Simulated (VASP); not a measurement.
Data:

```yaml
crystal:
  lattice:
    - [0.00000, 2.93205, 2.93205]
    - [2.93205, 0.00000, 2.93205]
    - [2.93205, 2.93205, 0.00000]
  atoms:
    - { symbol: Sr, position: [0.00000, 0.00000, 0.00000] }
    - { symbol: F, position: [0.75000, 0.75000, 0.75000] }
    - { symbol: F, position: [0.25000, 0.25000, 0.25000] }
```

Method: PBE GGA, VASP's PBE PAW potentials (set 64) (plane waves; VASP). Settings: 400 eV cut-off, 8×8×8 Γ-centred mesh shifted by (0.5, 0.5, 0.5), Gaussian smearing of 0.050 eV, potentials Sr_sv F.

At this cut-off the stress carries a Pulay error, which pulls relaxed volumes low.

Problem. Give the stress tensor in GPa (positive for a compressed cell).

Solution. 
```
-7.12   0.00   0.00
 0.00  -7.12   0.00
 0.00   0.00  -7.12
```
The pressure is its mean diagonal, -7.12 GPa.

The structure comes from a computed database's SrF2 entry; how it stands against other phases isn't given here. The cell was not relaxed at this level.
